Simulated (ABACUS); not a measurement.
## Si: equation of state with PBEsol

Si:

```
Si
1.0
     2.62054    0.00000    0.00000
    -1.31027    2.26946    0.00000
     0.00000    0.00000    2.46635
Si
1
Direct
  0.00000 0.00000 0.00000
```

This isn't the form of Si at room conditions, which is diamond.

```json
{
  "Program": "ABACUS 3.10.1",
  "Task": "equation of state",
  "Functional": "PBEsol",
  "Potentials or basis": "PseudoDojo NC SR 0.4.1 PBEsol standard",
  "Cutoff": "490 eV",
  "Density cutoff": "1959 eV",
  "Basis": "plane waves",
  "k mesh": "12 × 12 × 11",
  "Occupations": "fermi-dirac, width 0.05 eV",
  "Spin": "no spin polarisation",
  "Radial cutoff of the potentials (pseudo_rcut)": "7 bohr",
  "SCF threshold on the density": "1e-08",
  "Max SCF steps": "100",
  "Eigensolver": "dav",
  "Mixing": "broyden",
  "Mixing share": "0.7",
  "Symmetry key": "1",
  "Bands": "6"
}
```

```
Equilibrium volume                        : 14.73 Å³/atom
Bulk modulus at fixed shape and positions : 116 GPa
Pressure derivative of the bulk modulus   : 4.5
```

Energy against volume, from the lowest point:
```
volume (Å³/atom)  energy (meV/atom)
          13.788              24.54
          14.081              11.14
          14.375               3.13
          14.668               0.00
          14.961               1.21
          15.255               6.33
          15.548              14.93
```

All runs of the series together: 18 s on 4 threads of AMD EPYC 7R43 64-Core Processor (Zen 3), on a shared host.

Caveat: the cell was scaled at fixed shape and fractional positions, which overstates the stiffness of a crystal with free parameters, most of all of layers and chains.
